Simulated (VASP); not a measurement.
# How uniaxial stress along [001] changes InSb (F-43m)

Strain engineering needs slopes: what does uniaxial stress along [001] do to the lattice and the band edges of InSb?

Calculated with VASP 6.6.1; PBEsol; plane waves and PAW (In_d, Sb), in the first sound run; inputs show where later runs differ.

### Step 1. The structure

It takes space group F-43m (No. 216, cubic). Conventional cell: a = 6.479 Å, b = 6.479 Å, c = 6.479 Å, α = 90.00°, β = 90.00°, γ = 90.00°. In has 4 Sb at 2.81 Å nearest. Nearest to Sb lie 4 In at 2.81 Å. Farther neighbours are not listed.

Structure file:

```xyz
2
Lattice="0.0000 3.2395 3.2395 3.2395 0.0000 3.2395 3.2395 3.2395 0.0000" Properties=species:S:1:pos:R:3 pbc="T T T"
In    0.0000    0.0000    0.0000
Sb    1.6198    1.6198    1.6198
```

### Step 2. Relax the crystal, PBEsol

The series starts from the cell that this level prefers, so that zero strain is near zero stress.

This step took 2 runs in a row; the last is shown.

Level: PBEsol; plane waves and PAW (In_d, Sb).

File INCAR:

```
SYSTEM = InSb
PREC = Accurate
ENCUT = 450
EDIFF = 1E-07
NELM = 120
ISMEAR = 0
SIGMA = 0.02
LREAL = .FALSE.
ALGO = Normal
GGA = PS
NBANDS = 15
LASPH = .TRUE.
LORBIT = 11
LWAVE = .FALSE.
LCHARG = .FALSE.
KPAR = 12
IBRION = 2
NSW = 40
ISIF = 3
EDIFFG = -0.005
POTIM = 0.4
```

File POSCAR:

```
InSb
1.0
    0.0000000000      3.2608859940      3.2608859940
    3.2608859940      0.0000000000      3.2608859940
    3.2608859940      3.2608859940      0.0000000000
In Sb
1 1
Direct
    0.0000000000      0.0000000000      0.0000000000
    0.2500000000      0.2500000000      0.2500000000
```

File KPOINTS:

```
Automatic mesh
0
Gamma
8 8 8
0 0 0
```

Potentials, in the order of the species: In_d and Sb (PBE family, release 64).

The run is started by

```console
$ mpirun -np 12 vasp_std
```

Log:

```text
[banner, memory and clock lines left out]
running   12 mpi-ranks, on    1 nodes
[...]
|                                                                             |
|           W    W    AA    RRRRR   N    N  II  N    N   GGGG   !!!           |
|           W    W   A  A   R    R  NN   N  II  NN   N  G    G  !!!           |
|           W    W  A    A  R    R  N N  N  II  N N  N  G       !!!           |
|           W WW W  AAAAAA  RRRRR   N  N N  II  N  N N  G  GGG   !            |
|           WW  WW  A    A  R   R   N   NN  II  N   NN  G    G                |
|           W    W  A    A  R    R  N    N  II  N    N   GGGG   !!!           |
|                                                                             |
|     For optimal performance we recommend to set                             |
|       NCORE = 2 up to number-of-cores-per-socket                            |
|     NCORE specifies how many cores store one orbital (NPAR=cpu/NCORE).      |
|     This setting can greatly improve the performance of VASP for DFT.       |
[...]
|     You enforced a specific xc type in the INCAR file but a different       |
|     [... a line on the potential file left out ...]
|     I HOPE YOU KNOW WHAT YOU ARE DOING!                                     |
|                                                                             |

 LDA part: xc-table for (Slater+PW92), standard interpolation
 POSCAR, INCAR and KPOINTS ok, starting setup
[...]
entering main loop
       N       E                     dE             d eps       ncg     rms          rms(c)
DAV:   1     0.109302008088E+03    0.10930E+03   -0.73916E+03   870   0.106E+03
DAV:   2    -0.525982122985E+00   -0.10983E+03   -0.10683E+03   919   0.277E+02
DAV:   3    -0.763874222151E+01   -0.71128E+01   -0.70817E+01  1108   0.755E+01
DAV:   4    -0.782722606850E+01   -0.18848E+00   -0.18838E+00  1080   0.143E+01
[...]
DAV:  11    -0.769585218227E+01   -0.21064E-04   -0.36290E-05   975   0.516E-02    0.226E-02
DAV:  12    -0.769585279630E+01   -0.61403E-06   -0.13049E-06  1070   0.963E-03    0.597E-03
DAV:  13    -0.769585275130E+01    0.44997E-07   -0.60730E-07  1024   0.604E-03
   1 F= -.76958528E+01 E0= -.76958226E+01  d E =-.769585E+01
[...]
reached required accuracy - stopping structural energy minimisation
```

Run time: 3 s. Hardware: 12 MPI ranks of Intel Xeon 6975P-C (Granite Rapids), shared host; peak memory 2.3 GiB; 30 s of CPU time.

The logs omit lines about the potential files and the build; timing stands in the text.

Parts of OUTCAR (step 2):

```text
  Total       -0.0015933     -0.0015933     -0.0015933      0.0000000     -0.0000000      0.0000000
  in kB       -0.0368110     -0.0368110     -0.0368110      0.0000000     -0.0000000      0.0000000
  external PRESSURE =      -0.0368110 kB  Pullay stress =       0.0000000 kB

 POSITION                                       TOTAL-FORCE (eV/Angst)
 -----------------------------------------------------------------------------------
      0.00000      0.00000      0.00000         0.000000      0.000000      0.000000
      1.63044      1.63044      1.63044        -0.000000     -0.000000     -0.000000
 -----------------------------------------------------------------------------------
    total drift:                               -0.000000     -0.000000     -0.000000

  FREE ENERGIE OF THE ION-ELECTRON SYSTEM (eV)
  ---------------------------------------------------
  free  energy   TOTEN  =        -7.6958527513 eV

  energy  without entropy=       -7.6957924926  energy(sigma->0) =       -7.69582262

 reached required accuracy - stopping structural energy minimisation

[... 3 further parts left out ...]
[key lines of the parts left out:]
E-fermi :   4.7638
```

Numbers from this step:

| Item | Value |
| --- | --- |
| energy(sigma→0) of the program | -7.6958 eV |
| stress, compression positive | xx, yy, zz 0.00, 0.00, 0.00 GPa |
| volume | 69.348 Å³ |
| ionic steps | 1 |

### Step 3. Strain across the axis, PBEsol

One member in full: the axis is strained by -2 %, and the two directions across it are strained alike until their mean stress is under 0.012 GPa or five steps are spent.

This step took 3 runs, each at a new trial strain with the atoms of the one before; the last is shown.

Level: PBEsol; plane waves and PAW (In_d, Sb); cell typed or built by script.

Changes to INCAR since step 2:

```diff
@@ -15,7 +15,7 @@
 LCHARG = .FALSE.
-KPAR = 12
-IBRION = 2
-NSW = 40
-ISIF = 3
-EDIFFG = -0.005
-POTIM = 0.4
+KPAR = 3
+IBRION = 1
+NSW = 25
+ISIF = 2
+EDIFFG = -0.004
+POTIM = 0.3
```

File POSCAR:

```
InSb
1.0
    0.0000000000      3.2847065970      3.1956682740
    3.2847065970      0.0000000000      3.1956682740
    3.2847065970      3.2847065970      0.0000000000
In Sb
1 1
Direct
    0.0000000000      0.0000000000      0.0000000000
    0.2500000000      0.2500000000      0.2500000000
```

KPOINTS is that of step 2.

The run is started by

```console
$ mpirun -np 3 vasp_std
```

Log:

```text
[banner, memory and clock lines left out]
running    3 mpi-ranks, on    1 nodes
[...]
[... a notice as in an earlier step ...]

 LDA part: xc-table for (Slater+PW92), standard interpolation
 POSCAR, INCAR and KPOINTS ok, starting setup
[...]
entering main loop
       N       E                     dE             d eps       ncg     rms          rms(c)
DAV:   1     0.106599403630E+03    0.10660E+03   -0.73771E+03  1778   0.106E+03
DAV:   2    -0.969685642682E+00   -0.10757E+03   -0.10458E+03  1952   0.273E+02
DAV:   3    -0.763855357526E+01   -0.66689E+01   -0.66423E+01  2288   0.738E+01
DAV:   4    -0.782669821301E+01   -0.18814E+00   -0.18810E+00  2229   0.146E+01
[...]
DAV:  11    -0.769288130553E+01   -0.20109E-04   -0.35431E-05  2036   0.495E-02    0.226E-02
DAV:  12    -0.769288197011E+01   -0.66458E-06   -0.12711E-06  2297   0.785E-03    0.581E-03
DAV:  13    -0.769288190127E+01    0.68836E-07   -0.55291E-07  2106   0.578E-03
   1 F= -.76928819E+01 E0= -.76928819E+01  d E =-.769288E+01
 BRION: g(F)=  0.846E-47 g(S)=  0.000E+00
 reached required accuracy - stopping structural energy minimisation
```

Wall time 6.6 s (3 MPI ranks); peak memory 0.6 GiB.

From OUTCAR (step 3):

```text
  Total       -0.0001878     -0.0001878      0.2978635      0.0000000      0.0000000     -0.0000000
  in kB       -0.0043622     -0.0043622      6.9205890      0.0000000      0.0000000     -0.0000000
  external PRESSURE =       2.3039548 kB  Pullay stress =       0.0000000 kB

 POSITION                                       TOTAL-FORCE (eV/Angst)
 -----------------------------------------------------------------------------------
      0.00000      0.00000      0.00000        -0.000000     -0.000000     -0.000000
      1.64235      1.64235      1.59783         0.000000      0.000000      0.000000
 -----------------------------------------------------------------------------------
    total drift:                               -0.000000     -0.000000      0.000000

  FREE ENERGIE OF THE ION-ELECTRON SYSTEM (eV)
  ---------------------------------------------------
  free  energy   TOTEN  =        -7.6928819013 eV

  energy  without entropy=       -7.6928818995  energy(sigma->0) =       -7.69288190

[... 1 part as in an earlier step ...]

[... 3 further parts left out ...]
[key lines of the parts left out:]
E-fermi :   4.8383
```

This run gave:

* energy(sigma→0) of the program: -7.6929 eV
* stress, compression positive: xx, yy, zz 0.00, 0.00, 0.69 GPa
* ionic steps: 1

### Step 4. Band edges, TB-mBJ with spin-orbit coupling

Short lines in KPOINTS_OPT sample the zone centre along and across the axis, for masses, and the other valleys.

Level: TB-mBJ, spin-orbit coupling; plane waves and PAW (In_d, Sb); cell typed or built by script.

TB-mBJ has no energy functional, so the total energy, stress and pressure in this output mean nothing.

File INCAR:

```
SYSTEM = InSb
PREC = Accurate
ENCUT = 450
EDIFF = 1E-06
NELM = 150
ISMEAR = 0
SIGMA = 0.02
LREAL = .FALSE.
ALGO = Normal
METAGGA = MBJ
LASPH = .TRUE.
LNONCOLLINEAR = .TRUE.
MAGMOM = 0 0 0 0 0 0
NBANDS = 28
GGA_COMPAT = .FALSE.
LSORBIT = .TRUE.
LWAVE = .FALSE.
LCHARG = .FALSE.
KPAR = 3
```

POSCAR is that of step 3.

File KPOINTS:

```
Automatic mesh
0
Gamma
6 6 6
0 0 0
```

File KPOINTS_OPT:

```
Line mode
6
Line-mode
Reciprocal
  0.00000000   0.00000000   0.00000000
  0.02543032   0.02543032  -0.00000000

  0.00000000   0.00000000   0.00000000
  0.00000000  -0.02613886  -0.02613886

  0.31000000   0.31000000   0.00000000
  0.50000000   0.50000000   0.00000000

  0.00000000   0.31000000   0.31000000
  0.00000000   0.50000000   0.50000000

  0.45000000   0.45000000   0.45000000
  0.50000000   0.50000000   0.50000000

  0.45000000   0.00000000   0.00000000
  0.50000000   0.00000000   0.00000000

  0.42500000   0.42500000   0.00000000
  0.42500000   0.45113886   0.02613886

  0.50000000   0.50000000   0.50000000
  0.48151703   0.51848297   0.50000000
```

The run is started by

```console
$ mpirun -np 3 vasp_ncl
```

Log:

```text
[banner, memory and clock lines left out]
running    3 mpi-ranks, on    1 nodes
[...]
[... a notice as in an earlier step ...]

 LDA part: xc-table for (None), standard interpolation
 POSCAR, INCAR and KPOINTS ok, starting setup
[...]
entering main loop
       N       E                     dE             d eps       ncg     rms          rms(c)
DAV:   1     0.732881999720E+03    0.73288E+03   -0.69935E+03  2296   0.116E+03
DAV:   2     0.600036944370E+03   -0.13285E+03   -0.12867E+03  2388   0.312E+02
DAV:   3     0.588230677510E+03   -0.11806E+02   -0.11650E+02  2872   0.112E+02
DAV:   4     0.587777301617E+03   -0.45338E+00   -0.45247E+00  2816   0.240E+01
[...]
DAV:  33     0.589391010764E+03   -0.10412E-05   -0.94047E-10  1196   0.261E-04    0.562E-05
DAV:  34     0.589391000487E+03   -0.10277E-04   -0.76990E-10  1196   0.273E-04    0.502E-05
DAV:  35     0.589391000460E+03   -0.26922E-07   -0.55385E-10  1196   0.199E-04
   1 F= 0.58939100E+03 E0= 0.58939100E+03  d E =-.100404E-09  mag=    -0.0000     0.0000    -0.0000
 Start KPOINTS_OPT (optional k-point list driver)
k-point batch [1-41\48]
       N       E                     dE             ncg
DAV:   1     0.224349091532E+04   -0.10478E+05     2296
DAV:   2    -0.319292395250E+04   -0.54364E+04     2396
DAV:   3    -0.375351610068E+04   -0.56059E+03     2852
DAV:   4    -0.377752994147E+04   -0.24014E+02     2864
[...]
DAV:   8    -0.377947059971E+04   -0.35371E-04     3472
DAV:   9    -0.377947060171E+04   -0.20063E-05     1984
DAV:  10    -0.377947060202E+04   -0.30910E-06     1632
k-point batch [42-48\48]
       N       E                     dE             ncg
DAV:   1     0.130213174989E+05   -0.26080E+04      392
DAV:   2     0.121182212870E+05   -0.90310E+03      400
DAV:   3     0.120244778789E+05   -0.93743E+02      468
DAV:   4     0.120207582633E+05   -0.37196E+01      456
DAV:   5     0.120204038029E+05   -0.35446E+00      776
DAV:   6     0.120204015521E+05   -0.22508E-02      504
DAV:   7     0.120204014560E+05   -0.96159E-04      688
DAV:   8     0.120204014510E+05   -0.49481E-05      640
DAV:   9     0.120204014509E+05   -0.12437E-06      320
```

Run time: 1.7 min. Hardware: 3 MPI ranks; peak memory 1.4 GiB; 5 min of CPU time.

From OUTCAR (step 4):

```text
  LATTYP: Found a body centered tetragonal cell.
 ALAT       =     4.6452766179
 C/A-ratio  =     1.3758785695

 Subroutine GETGRP returns: Found  8 space group operations
 (whereof  8 operations were pure point group operations)

The static configuration has the point symmetry D_2d.

 Found     41 irreducible k-points:

   k-points           NKPTS =     41   k-points in BZ     NKDIM =     41   number of bands    NBANDS=     28

   dimension x,y,z NGX =    32 NGY =   32 NGZ =   32
   dimension x,y,z NGXF=    64 NGYF=   64 NGZF=   64

   ENCUT  =  450.0 eV  33.07 Ry    5.75 a.u.   7.93  7.93  8.03*2*pi/ulx,y,z

   NELECT =      18.0000    total number of electrons

 E-fermi :   5.2572

 k-point     1 :       0.0000    0.0000    0.0000
  band No.  band energies     occupation
    ...
     14       4.4342      1.00000
     15       5.0891      1.00000
     16       5.0891      1.00000
     17       5.1828      1.00000
     18       5.1828      1.00000
     19       5.3317      0.00000
     20       5.3317      0.00000
     21       7.9293      0.00000
     22       7.9293      0.00000
     23       8.2908      0.00000
    ...

 k-point     2 :       0.1667   -0.0000    0.0000
  band No.  band energies     occupation
    ...
     14       2.7047      1.00000
     15       4.3733      1.00000
     16       4.3789      1.00000
     17       4.8298      1.00000
     18       4.8370      1.00000
     19       6.3318      0.00000
     20       6.3366      0.00000
     21       8.4640      0.00000
     22       8.4882      0.00000
     23       8.7171      0.00000
    ...

  Total      -46.5070703    -46.5070703    -45.9520067      0.0000000     -0.0000000      0.0000000
  in kB    -1080.5496131  -1080.5496131  -1067.6532139      0.0000000     -0.0000000      0.0000000
  external PRESSURE =   -1076.2508134 kB  Pullay stress =       0.0000000 kB

 POSITION                                       TOTAL-FORCE (eV/Angst)
 -----------------------------------------------------------------------------------
      0.00000      0.00000      0.00000        -0.000000      0.000000     -0.000000
      1.64235      1.64235      1.59783         0.000000     -0.000000      0.000000
 -----------------------------------------------------------------------------------
    total drift:                               -0.000000     -0.000000      0.000000

  FREE ENERGIE OF THE ION-ELECTRON SYSTEM (eV)
  ---------------------------------------------------
  free  energy   TOTEN  =       589.3910004600 eV

  energy  without entropy=      589.3910004601  energy(sigma->0) =      589.39100046

 Spin-Orbit-Coupling matrix elements
 Ion:    1  E_soc:     -0.0694888
 Ion:    2  E_soc:     -0.1234943

[... 1 part as in an earlier step ...]

[... 7 further parts left out ...]
```

[end of part 1 of 2]

[Lines on the potential files, build, host, timing and source positions are cut from VASP's logs without a mark.]

[Logs are printed without paths, hosts, clocks, repeated set-up lines and the standing remarks that a program may print on its own settings, such as how far it seeks lower states.]

[Hosts, paths, dates, database ids (printed as entryN), source tags and the programs' standing remarks are cut or masked in the printed files.]

[In band tables of VASP the shares of atoms and orbitals are scaled to a sum of 1 inside the atoms' spheres.]
